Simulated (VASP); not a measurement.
Set up this calculation in VASP 6.6.1, as the native input.

| Quantity | Value |
| --- | --- |
| Task | single point |
| Functional | RPBE |
| Potentials or basis | VASP PAW PBE potentials, release 64 (Nb_sv) |
| Cutoff | 520 eV |
| k mesh | 19 × 19 × 19 |
| Occupations | fermi-dirac, width 0.1 eV |
| Spin | no spin polarisation |
| Dipole correction | no |
| Further INCAR settings | ALGO = Normal; EDIFF = 1e-07; NBANDS = 12 |

The structure of Nb lies in POSCAR:

```
Nb
1.0
    2.7375316147      0.0000000000      0.0000000000
    0.0000000000      2.7375316147      0.0000000000
    0.0000000000      0.0000000000      2.7375316147
Nb
1
Direct
    0.0000000000      0.0000000000      0.0000000000
```

This isn't the form of Nb at room conditions, which is bcc.

These files were run (other wordings do the same):

INCAR

```
SYSTEM = Nb
  PREC = Accurate
  ENCUT = 520
  EDIFF = 1E-7
  ISMEAR = -1
  SIGMA = 0.1
  LREAL = .FALSE.
  LASPH = .TRUE.
  NELM = 80
  ALGO = Normal
  ISIF = 2
  LWAVE = .FALSE.
  LCHARG = .TRUE.
  GGA = RP
  LELF = .TRUE.
  LVHAR = .TRUE.
  NBANDS = 12
```

KPOINTS

```
regular mesh
0
G
  19 19 19
  0 0 0
```

Potentials or basis: VASP PAW PBE potentials, release 64 (Nb_sv).

Run with:

```bash
$ cat potpaw_PBE.64/Nb_sv/POTCAR > POTCAR
$ mpirun -np 1 vasp_std > vasp.out
```

Results of the run:

- Pressure: -0.2 GPa
- Band gap on the k mesh: none (metal or under the smearing width)

Caveat: the PAW data sets were made with another functional, which shifts forces and pressure a little.

Wall time 67 s on 1 thread of Intel(R) Xeon(R) Platinum 8175M CPU @ 2.50GHz (Skylake/Cascade Lake), with other jobs on the host, peak memory 0.16 GiB.
